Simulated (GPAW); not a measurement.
Crystal: Zr.

```
Zr
1.0
     3.23200    0.00000    0.00000
    -1.61600    2.79899    0.00000
     0.00000    0.00000    5.14700
Zr
2
Direct
  0.66667 0.33333 0.75000
  0.33333 0.66667 0.25000
```

- Program: GPAW 26.7.0
- Task: relaxation of cell and atoms
- Functional: BLYP
- Potentials or basis: PAW data sets generated in the run's folder for this functional
- Cutoff: 600 eV
- Basis: pw
- k mesh: 7 × 7 × 4
- Occupations: fermi-dirac, width 0.05 eV
- Spin: no spin polarisation

At the start: pressure 3.2 GPa; volume 23.28 Å³/atom.

Where does the relaxation end?

Over 7 steps the energy falls by 8.8 meV/atom and the volume is 24.10 Å³/atom (+3.5 %); space group P6_3/mmc (No. 194, to 0.05 Å).

Step by step:
| step | energy change (eV) | largest force (eV/Å) | pressure (GPa) | volume (Å³) |
| --- | --- | --- | --- | --- |
| 1 | 0.0000 | 0.0000 | 3.25 | 46.56 |
| 2 | -0.0086 | 0.0000 | 2.25 | 47.03 |
| 3 | -0.0176 | 0.0000 | 0.05 | 48.16 |
| 4 | -0.0176 | 0.0000 | 0.00 | 48.19 |
| 5 | -0.0177 | 0.0000 | -0.02 | 48.20 |
| 6 | -0.0177 | 0.0001 | -0.04 | 48.21 |
| 7 | -0.0177 | 0.0000 | -0.03 | 48.21 |

Final structure:
```
CELL_PARAMETERS angstrom
3.27214 0.00000 0.00000
-1.63607 2.83376 0.00000
0.00000 0.00000 5.19881
ATOMIC_POSITIONS crystal
Zr 0.66667 0.33333 0.75000
Zr 0.33333 0.66667 0.25000
```

Caveat: later steps reuse the first step's grids.
